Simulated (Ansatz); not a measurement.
A plane-wave DFT run in Ansatz 0.2.0 (scalar-relativistic PAW potentials unless the input names others): input and command.

```yaml
crystal:
  lattice:
    - [3.3917806608, 0.0, 0.0]
    - [0.0, 3.3917806608, 0.0]
    - [0.0, 0.0, 5.9442994194]
  atoms:
    - { symbol: Hf, position: [0.5, 0.5, 0.5] }
    - { symbol: Hf, position: [0.0, 0.0, 0.0] }
    - { symbol: O, position: [0.0, 0.5, 0.6932520948] }
    - { symbol: O, position: [0.5, 0.0, 0.8067479052] }
    - { symbol: O, position: [0.5, 0.0, 0.3067479052] }
    - { symbol: O, position: [0.0, 0.5, 0.1932520948] }
basis:
  ecutwfc: 420
kpoints:
  mp_grid: { grid: [8, 8, 6] }
hamiltonian:
  xc: pbe
scf:
  occupations: { method: gaussian, width: 0.05 }
  mixing: { preconditioner: none }
output:
  forces: true
  eigenvalues: true
  stress: true
```

```bash
ansatz run input.yaml --threads 1 --pin off --max-ram 2560MiB --backend cpu --events-out ev --progress --plain --runs-dir out
```

Abridged log:
```
Pseudopotentials: kind: paw
Pseudopotential: Hf, paw, valence charge 26, recommended cutoff 420 eV (normal)
Pseudopotential: O, paw, valence charge 6, recommended cutoff 420 eV (normal)
Functional definition: PBE
Crystal: 6 atoms, lattice volume = 68.384 Å³
Basis set: ecut = 420 eV, 1351 PW (Γ), exchange–correlation on 48×48×80 points (8 copies of the dense FFT grid, shifted against one another)
Bands: 46, of which v1, the nominal top of the filled ones, is band 38 counted from 1 (37 counted from 0)
Symmetry: 16 space group operations
Space group: P42/nmc (ITA 137), of the structure as read, at distance tolerance 4.1e-5 Å
k-points: 60 of 384
Initial density: superposition of atomic densities (neutral atoms: chi_scale 0, normalization atom), corrected by the library's trained network
Initial wavefunctions: pseudopotential atomic-orbital guess
Functional: x = pbe(κ = 0.804, μ = 0.21951497), c = pbe(β = 0.06672455)
SCF iter   1: F=—  HF=-33721.638662 eV  |F-HF|=—  |Δ(HF+E_count)|=         —  Δρ=3.71e-3  dr2=5.18e-3  ethr=1.77e-3  ⟨swp⟩=5.8  Hψ=8785  notcnv=0
SCF iter   2: F=—  HF=-33721.639547 eV  |F-HF|=—  |Δ(HF+E_count)|=   8.86e-4  Δρ=1.76e-3  dr2=1.21e-3  ethr=6.81e-6  ⟨swp⟩=2.0  Hψ=5046  notcnv=0
SCF iter   3: F=—  HF=-33721.639970 eV  |F-HF|=—  |Δ(HF+E_count)|=   4.23e-4  Δρ=1.18e-3  dr2=6.42e-4  ethr=1.59e-6  ⟨swp⟩=2.0  Hψ=4377  notcnv=0
automatic band count: iteration 3 solves 44 bands in place of 46: the levels show a gap, and the empty bands left out lie too high to hold charge; the band table lists the bands solved (type scf.n_extra_bands for more)
SCF iter   4: F=—  HF=-33721.639965 eV  |F-HF|=—  |Δ(HF+E_count)|=   5.07e-6  Δρ=2.24e-4  dr2=1.16e-5  ethr=8.45e-7  ⟨swp⟩=2.0  Hψ=4356  notcnv=0
SCF iter   5: F=—  HF=-33721.639898 eV  |F-HF|=—  |Δ(HF+E_count)|=   6.66e-5  Δρ=4.28e-5  dr2=5.36e-7  ethr=1.52e-8  ⟨swp⟩=2.0  Hψ=4739  notcnv=0
SCF iter   6: F=-33721.639899 eV  HF=-33721.639899 eV  |F-HF|=1.96e-8  |Δ(HF+E_count)|=   6.14e-7  Δρ=1.52e-5  dr2=6.26e-8  ethr=1.32e-10  ⟨swp⟩=7.7  Hψ=12521  notcnv=0
SCF 1 converged in 6 iterations: F = -33721.639899 eV  dr2 = 6.26e-8
SCF converged after 6 iterations
Free energy (F): -33721.639899 eV
Harris-Foulkes:  -33721.639899 eV  (|F-HF|=1.96e-8)
Internal energy: -33721.639899 eV  (E = F + TS)
E sigma→0 (E₀):  -33721.639899 eV
Fermi energy:    16.868406 eV
--- Forces (eV/Å), atoms counted from 1 ---
  atom   1  Hf     0.00000000     0.00000000     0.00000000
  atom   2  Hf     0.00000000     0.00000000     0.00000000
  atom   3  O      0.00000000     0.00000000    -1.20956986
  atom   4  O      0.00000000     0.00000000     1.20956986
  atom   5  O      0.00000000     0.00000000     1.20956986
  atom   6  O      0.00000000     0.00000000    -1.20956986
--- Stress (GPa, compression-positive) ---
       21.788649       0.000000       0.000000
        0.000000      21.788649       0.000000
        0.000000       0.000000     -29.760162
  P = ⅓ Tr σ = 4.6057 GPa (46.057 kbar)
```

Apart from outputs and empty bands, the input differs from a reference run on usual settings in scf.mixing.preconditioner: not typed → "none". The reference, at the same geometry (not necessarily relaxed), gave pressure 4.61 GPa, largest force 1.209 eV/Å, gap on the mesh 3.91 eV. This run converged in 6 SCF iterations (reference: 8) with an energy at zero smearing within 0.01 meV/atom of the reference's, pressure 4.61 GPa, largest force 1.210 eV/Å, gap on the mesh 3.91 eV.

It took 6.8 s on 1 thread of Arm Neoverse V2, with other jobs on the host, peak memory 0.4 GiB.